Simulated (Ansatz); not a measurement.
# Ga (I4/mmm) in Ansatz: further runs, part 2 of 2

Ansatz 0.2.0.

## Step 3: Single point, revPBE-LDA, collinear spin, ferromagnetic start, 16.66 Å³/atom (volume scaled by 0.94)

input.yaml reads:

```yaml
crystal:
  lattice:
    - [-1.3561377546, 1.3561377546, 2.2640427644]
    - [1.3561377546, -1.3561377546, 2.2640427644]
    - [1.3561377546, 1.3561377546, -2.2640427644]
  atoms:
    - { symbol: Ga, position: [0.0, 0.0, 0.0], spin: 0.5 }
kpoints:
  mp_grid: { grid: [13, 13, 13] }
scf:
  occupations: { method: gaussian, width: 0.1 }
hamiltonian:
  xc: { exchange: revpbe, correlation: lda }
  pseudopotentials: { kind: all_electron, lapw: { basis_error: 0.001 } }
magnetization:
  spin_polarized: true
output:
  forces: true
  stress: true
  eigenvalues: true
```

Potentials or basis: all-electron LAPW, scalar-relativistic.

The run is started by

```bash
> ansatz run input.yaml --threads 1 --pin off --max-ram 2560MiB --backend cpu --events-out ev --progress --plain --runs-dir out
```

The log of the run:

```text
Warning: RAYON_NUM_THREADS=1 ignored (pool sized by the plan → 1); use --threads N
LAPW: plane waves up to 8.103 Å⁻¹, error target 1.0e-3 eV per atom; small_component_spin mean_spin; Ga in spheres of 1.356 Å, 21 of its electrons in bands, Dirac shells [] (how accurate: hamiltonian.pseudopotentials.lapw.basis_error, Limitations)
Engine: ansatz 0.2.0, x86_64-unknown-linux-gnu
Pseudopotentials: kind: all_electron
Pseudopotential: Ga, LAPW, valence charge 21, lapw/all_electron/scalar/gaussian/Ga, Koelling and Harmon's equation, gaussian nucleus
Functional definition: unnamed
  exchange = pbe_x(kappa = 1.245)
  correlation = pw_c
Crystal: 1 atoms, lattice volume = 16.655 Å³
Basis set: ecut = 250.16913095604886 eV, 153 PW (Γ), FFT grids on a1+a3, a2+a3, a3, exchange–correlation at level 2
Bands: 15, of which v1, the nominal top of the filled ones, is band 11 counted from 1 (10 counted from 0)
Symmetry: 16 space group operations
[... 49 lines left out ...]
  Σ components = -52938.010140   (vs F -52938.010140, Δ=0.00e0)
  Basis errors (estimates in eV, not in F): energy 2.7e-4 per atom: plane waves 2.6e-4 (1.4e-4 summed), levels above the bands 0.0e0, relativity 1.1e-7, radial functions 1.2e-5, core shells 3.7e-11; eigenvalues (radial functions only) 6.7e-5; not estimated: angular momenta, meshes, grids; target (lapw.basis_error) 1.0e-3; muffin-tin radii Ga 1.356 Å
--- Forces (eV/Å), atoms counted from 1 ---
  atom   1  Ga     0.00000000     0.00000000     0.00000000
  max |Σ_I F_I| component: 9.86e-32 eV/Å
--- Stress (GPa, compression-positive) ---
       19.202288       0.000000       0.000000
        0.000000      19.202288       0.000000
        0.000000       0.000000      18.741934
  P = ⅓ Tr σ = 19.0488 GPa (190.488 kbar)
--- Band table (eV; the first three rows and the last of 392) ---
  k-point 0 ↑: bands = ["-130.1794", "-80.9133", "-80.8844", "-80.8844", "-1.5136", "-1.3356", "-1.2945", "-1.2945", "-1.1074", "1.9915", "27.2297", "27.5570", "27.5570", "30.7075", "31.2220"]
  k-point 1 ↑: bands = ["-130.1793", "-80.9133", "-80.8849", "-80.8848", "-1.4841", "-1.3236", "-1.3096", "-1.2867", "-1.1224", "2.2380", "25.7737", "26.1671", "26.7735", "28.8645", "31.6879"]
  k-point 2 ↑: bands = ["-130.1791", "-80.9135", "-80.8863", "-80.8859", "-1.4006", "-1.3517", "-1.2968", "-1.2641", "-1.1657", "2.9847", "23.3641", "24.2205", "25.1850", "26.7113", "32.1000"]
  k-point 195 ↓: bands = ["-130.1790", "-80.9176", "-80.8861", "-80.8856", "-1.6312", "-1.5267", "-1.0823", "-1.0664", "-1.0608", "9.4905", "10.0151", "19.7893", "21.5809", "25.2969", "27.3891"]
```

Run time: 15 s. Hardware: 1 thread of AMD EPYC 9R45 (Zen 5), shared host; peak memory 0.43 GiB.

What came out:

```
Free energy            : -52938.0101 eV
Pressure               : 19.0 GPa
Band gap on the k mesh : none (metal or under the smearing width)
Net moment             : 0.00 μB per cell
Absolute moment        : 0.00 μB per cell
```

Caveat: the starting moments weren't kept.

## Step 4: Single point, revPBE-LDA, collinear spin, ferromagnetic start, 17.01 Å³/atom (volume scaled by 0.96)

input.yaml: that of step 3 with these lines changed.

```diff
@@ -2,5 +2,5 @@
   lattice:
-    - [-1.3561377546, 1.3561377546, 2.2640427644]
-    - [1.3561377546, -1.3561377546, 2.2640427644]
-    - [1.3561377546, 1.3561377546, -2.2640427644]
+    - [-1.3656883352, 1.3656883352, 2.2799872528]
+    - [1.3656883352, -1.3656883352, 2.2799872528]
+    - [1.3656883352, 1.3656883352, -2.2799872528]
   atoms:
```

The run is started by

```bash
> ansatz run input.yaml --threads 1 --pin off --max-ram 2560MiB --backend cpu --events-out ev --progress --plain --runs-dir out
```

Run time: 15 s. Hardware: 1 thread of AMD EPYC 9R45 (Zen 5), shared host; peak memory 0.43 GiB.

The run converged. Its results:

| Item | Value |
| --- | --- |
| Free energy | -52938.0499 eV |
| Pressure | 17.0 GPa |
| Band gap on the k mesh | none (metal or under the smearing width) |
| Net moment | 0.00 μB per cell |
| Absolute moment | 0.00 μB per cell |

Caveat: the starting moments weren't kept.

## Step 5: Single point, revPBE-LDA, collinear spin, ferromagnetic start, 17.36 Å³/atom (volume scaled by 0.98)

input.yaml: that of step 4 with these lines changed.

```diff
@@ -2,5 +2,5 @@
   lattice:
-    - [-1.3656883352, 1.3656883352, 2.2799872528]
-    - [1.3656883352, -1.3656883352, 2.2799872528]
-    - [1.3656883352, 1.3656883352, -2.2799872528]
+    - [-1.3751071731, 1.3751071731, 2.2957117997]
+    - [1.3751071731, -1.3751071731, 2.2957117997]
+    - [1.3751071731, 1.3751071731, -2.2957117997]
   atoms:
```

The run is started by

```bash
> ansatz run input.yaml --threads 1 --pin off --max-ram 2560MiB --backend cpu --events-out ev --progress --plain --runs-dir out
```

Wall time 15 s (1 thread of AMD EPYC 9R45 (Zen 5), shared host); peak memory 0.43 GiB.

It converged, with:

```
Free energy            : -52938.0853 eV
Pressure               : 15.1 GPa
Band gap on the k mesh : none (metal or under the smearing width)
Net moment             : 0.00 μB per cell
Absolute moment        : 0.00 μB per cell
```

Caveat: the starting moments weren't kept.

## Step 6: Single point, revPBE-LDA, collinear spin, ferromagnetic start, 17.72 Å³/atom

input.yaml: that of step 5 with these lines changed.

```diff
@@ -2,5 +2,5 @@
   lattice:
-    - [-1.3751071731, 1.3751071731, 2.2957117997]
-    - [1.3751071731, -1.3751071731, 2.2957117997]
-    - [1.3751071731, 1.3751071731, -2.2957117997]
+    - [-1.3843987196, 1.3843987196, 2.3112238365]
+    - [1.3843987196, -1.3843987196, 2.3112238365]
+    - [1.3843987196, 1.3843987196, -2.3112238365]
   atoms:
```

Potentials or basis: all-electron LAPW, scalar-relativistic.

The run is started by

```bash
> ansatz run input.yaml --threads 1 --pin off --max-ram 2560MiB --backend cpu --events-out ev --progress --plain --runs-dir out
```

Run time: 16 s. Hardware: 1 thread of AMD EPYC 9R45 (Zen 5), shared host; peak memory 0.43 GiB.

The run converged. Its results:

* Free energy: -52938.1168 eV
* Pressure: 13.5 GPa
* Band gap on the k mesh: none (metal or under the smearing width)
* Net moment: 0.00 μB per cell
* Absolute moment: 0.00 μB per cell

Caveat: the starting moments weren't kept.

## Step 7: Single point, revPBE-LDA, collinear spin, ferromagnetic start, 18.07 Å³/atom (volume scaled by 1.02)

input.yaml: that of step 6 with these lines changed.

```diff
@@ -2,5 +2,5 @@
   lattice:
-    - [-1.3843987196, 1.3843987196, 2.3112238365]
-    - [1.3843987196, -1.3843987196, 2.3112238365]
-    - [1.3843987196, 1.3843987196, -2.3112238365]
+    - [-1.3935671902, 1.3935671902, 2.3265304007]
+    - [1.3935671902, -1.3935671902, 2.3265304007]
+    - [1.3935671902, 1.3935671902, -2.3265304007]
   atoms:
```

The run is started by

```bash
> ansatz run input.yaml --threads 1 --pin off --max-ram 2560MiB --backend cpu --events-out ev --progress --plain --runs-dir out
```

It took 17 s on 1 thread of AMD EPYC 9R45 (Zen 5), shared host; peak memory 0.44 GiB.

It converged, with:

```yaml
Free_energy: -52938.1449 eV
Pressure: 12.0 GPa
Band_gap_on_the_k_mesh: none (metal or under the smearing width)
Net_moment: 0.00 μB per cell
Absolute_moment: 0.00 μB per cell
```

Caveat: the starting moments weren't kept.

## Step 8: Single point, revPBE-LDA, collinear spin, ferromagnetic start, 18.43 Å³/atom (volume scaled by 1.04)

input.yaml: that of step 7 with these lines changed.

```diff
@@ -2,5 +2,5 @@
   lattice:
-    - [-1.3935671902, 1.3935671902, 2.3265304007]
-    - [1.3935671902, -1.3935671902, 2.3265304007]
-    - [1.3935671902, 1.3935671902, -2.3265304007]
+    - [-1.4026165814, 1.4026165814, 2.3416381643]
+    - [1.4026165814, -1.4026165814, 2.3416381643]
+    - [1.4026165814, 1.4026165814, -2.3416381643]
   atoms:
```

The run is started by

```bash
> ansatz run input.yaml --threads 1 --pin off --max-ram 2560MiB --backend cpu --events-out ev --progress --plain --runs-dir out
```

Run time: 17 s. Hardware: 1 thread of AMD EPYC 9R45 (Zen 5), shared host; peak memory 0.44 GiB.

Results (log left out):

| Quantity | Value |
| --- | --- |
| Free energy | -52938.1700 eV |
| Pressure | 10.7 GPa |
| Band gap on the k mesh | none (metal or under the smearing width) |
| Net moment | 0.00 μB per cell |
| Absolute moment | 0.00 μB per cell |

Caveat: the starting moments weren't kept.

## Step 9: Single point, revPBE-LDA, collinear spin, ferromagnetic start, 18.78 Å³/atom (volume scaled by 1.06)

input.yaml: that of step 8 with these lines changed.

```diff
@@ -2,5 +2,5 @@
   lattice:
-    - [-1.4026165814, 1.4026165814, 2.3416381643]
-    - [1.4026165814, -1.4026165814, 2.3416381643]
-    - [1.4026165814, 1.4026165814, -2.3416381643]
+    - [-1.4115506858, 1.4115506858, 2.3565534592]
+    - [1.4115506858, -1.4115506858, 2.3565534592]
+    - [1.4115506858, 1.4115506858, -2.3565534592]
   atoms:
```

Potentials or basis: all-electron LAPW, scalar-relativistic.

The run is started by

```bash
> ansatz run input.yaml --threads 1 --pin off --max-ram 2560MiB --backend cpu --events-out ev --progress --plain --runs-dir out
```

It took 16 s on 1 thread of AMD EPYC 9R45 (Zen 5), shared host; peak memory 0.44 GiB.

It converged, with:

* Free energy: -52938.1924 eV
* Pressure: 9.5 GPa
* Band gap on the k mesh: none (metal or under the smearing width)
* Net moment: 0.00 μB per cell
* Absolute moment: 0.00 μB per cell

Caveat: the starting moments weren't kept.

## Step 10: Equation of state, revPBE-LDA, collinear spin, ferromagnetic start

No new run: the results of the series are fitted here.

What came out:

* Equilibrium volume: outside the volumes run

Energy against volume, from the lowest point:
| volume (Å³/atom) | energy (meV/atom) |
| --- | --- |
| 16.655 | 182.23 |
| 17.010 | 142.46 |
| 17.364 | 107.06 |
| 17.718 | 75.54 |
| 18.073 | 47.43 |
| 18.427 | 22.36 |
| 18.781 | 0.00 |

Caveat: the starting moments weren't kept.
